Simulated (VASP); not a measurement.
# YN (Fm-3m) in VASP: further runs

The runs below take YN through single point, with HSE06.

All numbers are computed with VASP 6.6.1; they aren't measurements. Logs are shortened: lines on timing, memory, paths and dates and some standing lists are left out, and cuts for length are marked.

## Step 1: The crystal as given

Symmetry: Fm-3m, No. 225, cubic system. Conventional cell: a = 4.877 Å, b = 4.877 Å, c = 4.877 Å, α = 90.00°, β = 90.00°, γ = 90.00°. Y (site symmetry m-3m) is surrounded by 6 N at 2.44 Å. Around N (site symmetry m-3m) lie 6 Y at 2.44 Å.

## Step 2: Single point, HSE06, non-collinear spin, zero start, spin-orbit coupling

The input, POSCAR:

```
YN
1.0
    0.0000000000      2.4385000000      2.4385000000
    2.4385000000      0.0000000000      2.4385000000
    2.4385000000      2.4385000000      0.0000000000
Y N
1 1
Direct
    0.0000000000      0.0000000000      0.0000000000
    0.5000000000      0.5000000000      0.5000000000
```

The input, INCAR.step1:

```
SYSTEM = YN
ALGO = Normal
EDIFF = 1E-5
ENCUT = 520
GGA = PE
GGA_COMPAT = .FALSE.
ISIF = 2
ISMEAR = 0
LASPH = .TRUE.
LCHARG = .FALSE.
LMAXMIX = 4
LORBIT = 11
LREAL = .FALSE.
LSORBIT = .TRUE.
LWAVE = .TRUE.
MAGMOM = 0 0 0 0 0 0
NBANDS = 28
NELM = 60
PREC = Accurate
SIGMA = 0.02
```

The input, INCAR.step2:

```
SYSTEM = YN
ALGO = Normal
EDIFF = 1E-6
ENCUT = 520
GGA = PE
GGA_COMPAT = .FALSE.
HFSCREEN = 0.2
ISIF = 2
ISMEAR = 0
ISTART = 1
LASPH = .TRUE.
LCHARG = .FALSE.
LHFCALC = .TRUE.
LMAXMIX = 4
LORBIT = 11
LREAL = .FALSE.
LSORBIT = .TRUE.
LWAVE = .FALSE.
MAGMOM = 0 0 0 0 0 0
NBANDS = 28
NELM = 60
PREC = Accurate
PRECFOCK = Fast
SIGMA = 0.02
```

The input, KPOINTS:

```
k-points
0
G
  6 6 6
  0 0 0
```

Potentials or basis: VASP PAW PBE potentials, release 64 (Y_sv, N).

The run is started by

```sh
$ cat potpaw_PBE.64/Y_sv/POTCAR potpaw_PBE.64/N/POTCAR > POTCAR
$ cp INCAR.step1 INCAR
$ mpirun -np 1 vasp_ncl > vasp.out
$ cp INCAR.step2 INCAR
$ mpirun -np 1 vasp_ncl > vasp.out
```

OUTCAR:

```text
SYSTEM = YN
   EDIFF = 1E-6
   ENCUT = 520
   GGA = PE
   HFSCREEN = 0.2
   ISIF = 2
   ISMEAR = 0
   ISTART = 1
   LASPH = .TRUE.
   LHFCALC = .TRUE.
   LORBIT = 11
   LREAL = .FALSE.
   LSORBIT = .TRUE.
   NELM = 60
   PREC = Accurate
   PRECFOCK = Fast

 ion  position               nearest neighbor table
   1  0.000  0.000  0.000-   2 2.44   2 2.44   2 2.44   2 2.44   2 2.44   2 2.44
   2  0.500  0.500  0.500-   1 2.44   1 2.44   1 2.44   1 2.44   1 2.44   1 2.44

  LATTYP: Found a face centered cubic cell.
 ALAT       =     4.8770000000

  Lattice vectors:

 A1 = (   0.0000000000,   2.4385000000,   2.4385000000)
 A2 = (   2.4385000000,   0.0000000000,   2.4385000000)
 A3 = (   2.4385000000,   2.4385000000,   0.0000000000)

Analysis of symmetry for initial positions (statically):
=====================================================================
 Subroutine PRICEL returns:
 Original cell was already a primitive cell.

 Routine SETGRP: Setting up the symmetry group for a
 face centered cubic supercell.

 Subroutine GETGRP returns: Found 48 space group operations
 (whereof 48 operations were pure point group operations)
 out of a pool of 48 trial point group operations.

The static configuration has the point symmetry O_h .

Analysis of symmetry for dynamics (positions and initial velocities):
=====================================================================
 Subroutine PRICEL returns:
 Original cell was already a primitive cell.

 Routine SETGRP: Setting up the symmetry group for a
 face centered cubic supercell.

 Subroutine GETGRP returns: Found 48 space group operations
 (whereof 48 operations were pure point group operations)
 out of a pool of 48 trial point group operations.

The dynamic configuration has the point symmetry O_h .

Analysis of structural, dynamic, and magnetic symmetry:
=====================================================================
 Subroutine PRICEL returns:
 Original cell was already a primitive cell.

 Routine SETGRP: Setting up the symmetry group for a
 face centered cubic supercell.

 Subroutine GETGRP returns: Found 48 space group operations
 (whereof 48 operations were pure point group operations)
 out of a pool of 48 trial point group operations.

The overall configuration has the point symmetry O_h .

 Subroutine INISYM returns: Found 48 space group operations
 (whereof 48 operations are pure point group operations),
 and found     1 'primitive' translations

----------------------------------------------------------------------------------------

                                     Primitive cell

  volume of cell :      29.0000

  direct lattice vectors                    reciprocal lattice vectors
     0.000000000  2.438500000  2.438500000    -0.205044084  0.205044084  0.205044084
     2.438500000  0.000000000  2.438500000     0.205044084 -0.205044084  0.205044084
     2.438500000  2.438500000  0.000000000     0.205044084  0.205044084 -0.205044084

  length of vectors
     3.448559772  3.448559772  3.448559772     0.355146772  0.355146772  0.355146772

  position of ions in fractional coordinates (direct lattice)
     0.000000000  0.000000000  0.000000000
     0.500000000  0.500000000  0.500000000

  ion indices of the primitive-cell ions
   primitive index   ion index
                 1           1
                 2           2

[... 88 lines left out ...]
   LHFCALC =     T    Hartree Fock is set to
   PRECFOCK=fast      Normal, Fast or Accurate (Low or Medium for compatibility)
   ENCUT4O =  -1.0   cutoff for four orbital integrals eV
   NKREDX  =     1    reduce k-point grid by
   NKREDY  =     1    reduce k-point grid by
   NKREDZ  =     1    reduce k-point grid by
   AEXX    =    0.2500 exact exchange contribution
   HFSCREEN=    0.2000 screening length (either q_TF or 0.3 A-1)
   HFSCREENC=   0.2000 screening length for correlation (either q_TF or 0.3 A-1)
   ENCUTFOCK=  -1.0 apply spherical cutoff to Coloumb kernel
   IVDW    =     0    specifies the selected vdW correction
   LEPSILON=     F    determine dielectric tensor
   LRPA    =     F    only Hartree local field effects (RPA)
 Gauss-broadening in eV      SIGMA  =   0.02
  energy-cutoff  :      520.00
  volume of cell :       29.00
 maximum number of plane-waves:      1594
 NGX is ok and might be reduce to    28
  NGX = 16; NGY = 16; NGZ = 16

 number of electron      16.0000002 magnetization       0.0000000      0.0000000      0.0000000

 number of electron      16.0000002 magnetization       0.0000000     -0.0000000     -0.0000000

 number of electron      16.0000002 magnetization      -0.0000000     -0.0000000     -0.0000000

 number of electron      16.0000002 magnetization      -0.0000000      0.0000000      0.0000000

 Free energy of the ion-electron system (eV)
  ---------------------------------------------------
  ext. energy  EPLUGINS =         0.00000000
  ---------------------------------------------------
  free energy    TOTEN  =       -21.37728207 eV

  energy without entropy =      -21.37728207  energy(sigma->0) =      -21.37728207

 E-fermi :   3.6990     XC(G=0):  -9.2687

 val. band max:        3.6009013162   @ k =   0.0000   0.0000   0.0000
 cond. band min:       4.6683066693   @ k =   0.5000   0.5000   0.0000
 fundamental gap:      1.0674053531
 Fermi energy:         3.6989880964

 k-point     1 :       0.0000    0.0000    0.0000
  band No.  band energies     occupation
      1     -39.9722      1.00000
      2     -39.9722      1.00000
      3     -19.2406      1.00000
      4     -19.2406      1.00000
      5     -17.7561      1.00000
      6     -17.7561      1.00000
[... 485 lines left out ...]
     27      17.0352      0.00000
     28      17.0718      0.00000

------------------------ aborting loop because EDIFF is reached ----------------------------------------

  FORCE on cell =-STRESS in cart. coord.  units (eV):
  Direction    XX          YY          ZZ          XY          YZ          ZX
  --------------------------------------------------------------------------------------
  -------------------------------------------------------------------------------------
  Total        0.0355320      0.0355320      0.0355320     -0.0000000     -0.0000000      0.0000000
  in kB        1.9630510      1.9630510      1.9630510     -0.0000000     -0.0000000      0.0000000
  external PRESSURE =       1.9630510 kB  Pullay stress =       0.0000000 kB

 VOLUME and BASIS-vectors are now :
 -----------------------------------------------------------------------------
  energy-cutoff  :      520.00
  volume of cell :       29.00
      direct lattice vectors                 reciprocal lattice vectors
     0.000000000  2.438500000  2.438500000    -0.205044084  0.205044084  0.205044084
     2.438500000  0.000000000  2.438500000     0.205044084 -0.205044084  0.205044084
     2.438500000  2.438500000  0.000000000     0.205044084  0.205044084 -0.205044084

 POSITION                                       TOTAL-FORCE (eV/Angst)
 -----------------------------------------------------------------------------------
      0.00000      0.00000      0.00000         0.000000      0.000000      0.000000
      2.43850      2.43850      2.43850        -0.000000     -0.000000     -0.000000
 -----------------------------------------------------------------------------------
    total drift:                               -0.000000     -0.000000     -0.000000

  FREE ENERGIE OF THE ION-ELECTRON SYSTEM (eV)
  ---------------------------------------------------
  free  energy   TOTEN  =       -21.3772820659 eV

  energy  without entropy=      -21.3772820659  energy(sigma->0) =      -21.37728207

 Spin-Orbit-Coupling matrix elements

 Ion:    1  E_soc:     -0.0920794
 l=   1
     0.0000000    -0.0152477    -0.0152477
    -0.0152477     0.0000000    -0.0152477
    -0.0152477    -0.0152477     0.0000000
 l=   2
     0.0000000    -0.0000123     0.0000000    -0.0000123    -0.0000866
    -0.0000123     0.0000000    -0.0000649    -0.0000123    -0.0000216
     0.0000000    -0.0000649     0.0000000    -0.0000649     0.0000000
    -0.0000123    -0.0000123    -0.0000649     0.0000000    -0.0000216
    -0.0000866    -0.0000216     0.0000000    -0.0000216     0.0000000
 l=   3
     0.0000000     0.0000000     0.0000000     0.0000000     0.0000000     0.0000000    -0.0000000
     0.0000000     0.0000000     0.0000000     0.0000000     0.0000000     0.0000000     0.0000000
     0.0000000     0.0000000     0.0000000    -0.0000000     0.0000000     0.0000000     0.0000000
     0.0000000     0.0000000    -0.0000000     0.0000000    -0.0000000     0.0000000     0.0000000
     0.0000000     0.0000000     0.0000000    -0.0000000     0.0000000     0.0000000     0.0000000
     0.0000000     0.0000000     0.0000000     0.0000000     0.0000000     0.0000000     0.0000000
    -0.0000000     0.0000000     0.0000000     0.0000000     0.0000000     0.0000000     0.0000000

 Ion:    2  E_soc:     -0.0001515
 l=   1
     0.0000000    -0.0000252    -0.0000252
    -0.0000252     0.0000000    -0.0000252
    -0.0000252    -0.0000252     0.0000000
 l=   2
     0.0000000     0.0000000     0.0000000     0.0000000     0.0000000
     0.0000000     0.0000000     0.0000000     0.0000000     0.0000000
     0.0000000     0.0000000     0.0000000     0.0000000     0.0000000
     0.0000000     0.0000000     0.0000000     0.0000000     0.0000000
     0.0000000     0.0000000     0.0000000     0.0000000     0.0000000
 l=   3
     0.0000000     0.0000000     0.0000000     0.0000000     0.0000000     0.0000000     0.0000000
     0.0000000     0.0000000     0.0000000     0.0000000     0.0000000     0.0000000     0.0000000
     0.0000000     0.0000000     0.0000000     0.0000000     0.0000000     0.0000000     0.0000000
     0.0000000     0.0000000     0.0000000     0.0000000     0.0000000     0.0000000     0.0000000
     0.0000000     0.0000000     0.0000000     0.0000000     0.0000000     0.0000000     0.0000000
     0.0000000     0.0000000     0.0000000     0.0000000     0.0000000     0.0000000     0.0000000
     0.0000000     0.0000000     0.0000000     0.0000000     0.0000000     0.0000000     0.0000000

 total charge

# of ion       s       p       d       f       tot
--------------------------------------------------
    1        2.189   6.564   1.001   0.104   9.858
    2        1.240   2.439   0.000   0.000   3.680
--------------------------------------------------
tot          3.429   9.003   1.001   0.104  13.537

 magnetization (x)

# of ion       s       p       d       f       tot
--------------------------------------------------
    1        0.000  -0.000   0.000  -0.000  -0.000
    2        0.000  -0.000   0.000   0.000  -0.000
--------------------------------------------------
tot          0.000  -0.000   0.000  -0.000  -0.000

 magnetization (y)

# of ion       s       p       d       f       tot
--------------------------------------------------
    1        0.000   0.000  -0.000   0.000  -0.000
    2       -0.000  -0.000   0.000   0.000  -0.000
--------------------------------------------------
tot          0.000  -0.000  -0.000   0.000  -0.000

 magnetization (z)

# of ion       s       p       d       f       tot
--------------------------------------------------
    1        0.000  -0.000  -0.000  -0.000  -0.000
    2        0.000   0.000   0.000   0.000   0.000
--------------------------------------------------
tot          0.000  -0.000  -0.000  -0.000  -0.000
```

It took 56 min on 1 thread of Intel Xeon Platinum 8488C (Sapphire Rapids), shared host; peak memory 0.36 GiB.

Results:

| Quantity | Value |
| --- | --- |
| Free energy | -21.3773 eV |
| Pressure | 0.2 GPa |
| Net moment | 0.00 μB per cell |
| Valence electrons inside the program's atomic spheres | Y 9.86; N 3.68 |

Moments on the atoms (μB; x, y, z):
```
Y   0.00 0.00 0.00
N   0.00 0.00 0.00
```

Caveat: the k mesh is coarse (spacing up to 0.37 Å⁻¹), so the values aren't converged, least of all with exact exchange; the PAW data sets were made with another functional, which shifts forces and pressure a little.

## Step 3: Single point, HSE06

POSCAR is that of step 2.

The input, INCAR.step1:

```
SYSTEM = YN
ALGO = Normal
EDIFF = 1E-5
ENCUT = 520
GGA = PE
ISIF = 2
ISMEAR = 0
LASPH = .TRUE.
LCHARG = .FALSE.
LREAL = .FALSE.
LWAVE = .TRUE.
NBANDS = 15
NELM = 60
PREC = Accurate
SIGMA = 0.02
```

The input, INCAR.step2:

```
SYSTEM = YN
ALGO = Normal
EDIFF = 1E-6
ENCUT = 520
GGA = PE
HFSCREEN = 0.2
ISIF = 2
ISMEAR = 0
ISTART = 1
LASPH = .TRUE.
LCHARG = .FALSE.
LHFCALC = .TRUE.
LREAL = .FALSE.
LWAVE = .FALSE.
NBANDS = 15
NELM = 60
PREC = Accurate
PRECFOCK = Fast
SIGMA = 0.02
```

KPOINTS is that of step 2.

Potentials or basis: VASP PAW PBE potentials, release 64 (Y_sv, N).

The run is started by

```sh
$ cat potpaw_PBE.64/Y_sv/POTCAR potpaw_PBE.64/N/POTCAR > POTCAR
$ cp INCAR.step1 INCAR
$ mpirun -np 1 vasp_std > vasp.out
$ cp INCAR.step2 INCAR
$ mpirun -np 1 vasp_std > vasp.out
```

Run time: 9.4 min. Hardware: 1 thread of Intel Xeon Platinum 8488C (Sapphire Rapids), shared host; peak memory 0.28 GiB.

Results (log left out):

| Item | Value |
| --- | --- |
| Free energy | -21.3311 eV |
| Pressure | 0.2 GPa |
| Band gap on the k mesh | 1.09 eV, indirect (least direct gap 1.55 eV) |

Levels at points of the mesh, in eV from the valence-band top:
| k point | band 6 | band 7 | band 8 | band 9 | band 10 | band 11 |
| --- | --- | --- | --- | --- | --- | --- |
| (0.00, 0.00, 0.00) | 0.00 | 0.00 | 0.00 | 4.34 | 4.34 | 4.34 |
| (0.50, 0.00, 0.00) | -4.53 | -2.49 | -2.49 | 7.22 | 7.85 | 7.92 |
| (0.50, 0.50, 0.00) | -1.77 | -0.46 | -0.46 | 1.09 | 8.25 | 8.75 |

Caveat: the PAW data sets were made with another functional, which shifts forces and pressure a little. A k mesh can miss the band edges.
